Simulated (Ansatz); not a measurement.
Level of theory: DFT PBE, scalar-relativistic, plane waves, PAW (Ansatz 0.2.0). Settings: cutoff 420 eV, Γ-centred meshes spaced at most about 0.3 Å⁻¹, and about 0.25 Å⁻¹ or finer for metals (2π included), Gaussian smearing. No spin polarisation.

All energies are static (0 K, no zero-point motion).

Two forms of Bi₆Te were relaxed alike.

A.

Space group R-3m:H (No. 166). a = 4.606 Å, b = 4.606 Å, c = 40.007 Å, α = 90.00°, β = 90.00°, γ = 120.00°
```csv
atom,site,symmetry,x,y,z
Bi,6c,3m,0.6667,0.3333,0.1894
Bi,6c,3m,0.3333,0.6667,0.2396
Bi,6c,3m,0.6667,0.3333,0.0481
Te,3a,-3m,0.0000,0.0000,0.0000
```

B.

Space group P-3m1 (No. 164). a = 4.465 Å, b = 4.465 Å, c = 14.234 Å, α = 90.00°, β = 90.00°, γ = 120.00°
```json
{"atom": "Bi", "site": "2c", "symmetry": "3m.", "x": "0.0000", "y": "0.0000", "z": "0.2831"}
{"atom": "Bi", "site": "2d", "symmetry": "3m.", "x": "0.3333", "y": "0.6667", "z": "0.4334"}
{"atom": "Bi", "site": "2d", "symmetry": "3m.", "x": "0.3333", "y": "0.6667", "z": "0.8533"}
{"atom": "Te", "site": "1a", "symmetry": "-3m.", "x": "0.0000", "y": "0.0000", "z": "0.0000"}
```

Question: Which would you expect to be lower, and how large is the difference?

Answer: A is lower, by 31 meV/atom. A has space group R-3m (No. 166), 35.0 Å³/atom and no gap on its mesh; B has space group P-3m1 (No. 164), 35.1 Å³/atom and no gap. Counting Bi atoms around Te (those within 1.25 times the shortest such distance or 1.15 times the sum of covalent radii, 1.27 where that leaves under three; a plus sign parts nearer from farther groups), A has Te 6 and B has Te 6+2. In A, Bi on its first site is surrounded by 6 Bi at 3.22–3.33 Å; Bi on its second site is surrounded by 6 Bi at 3.23–3.33 Å; Te has 6 Bi at 3.28 Å; 1 more site not described. In B, Bi on its first site has 6 Bi at 3.23–3.35 Å; Bi on its second site has 6 Bi at 3.20–3.35 Å; Te is surrounded by 6 Bi at 3.32 Å and 2 Bi at 4.03 Å; 1 more site not described. Both come from invented guesses.

These runs have no spin–orbit coupling, which can matter for Bi and Te. Cells relaxed within their symmetry can be saddle points.
